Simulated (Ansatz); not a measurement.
Input of an Ansatz 0.2.0 run:

The input input.yaml:

```yaml
crystal:
  lattice:
    - [0.0, 1.8075, 1.8075]
    - [1.8075, 0.0, 1.8075]
    - [1.8075, 1.8075, 0.0]
  atoms:
    - { symbol: Cu, position: [0.0, 0.0, 0.0] }
hamiltonian:
  xc: pbe
  pseudopotentials: { kind: paw }
kpoints:
  mp_grid: { grid: [13, 13, 13] }
scf:
  occupations: { method: fermi_dirac, width: 0.05 }
basis:
  ecutwfc: "500 eV"
output:
  forces: true
  stress: true
  eigenvalues: true
  write_density: true
  write_potential: true
  elf: true
  volumetric_format: npy
```

Potentials or basis: Ansatz PAW.

Run with:

```sh
$ ansatz run input.yaml --threads 2 --pin off --max-ram 5120MiB --backend cpu --events-out ev --progress --plain --runs-dir out
```

**Question.** Estimate the pressure.

**Answer.** 1.6 GPa.

**Question.** Estimate the band gap on the k mesh.

**Answer.** None (metal or under the smearing width).
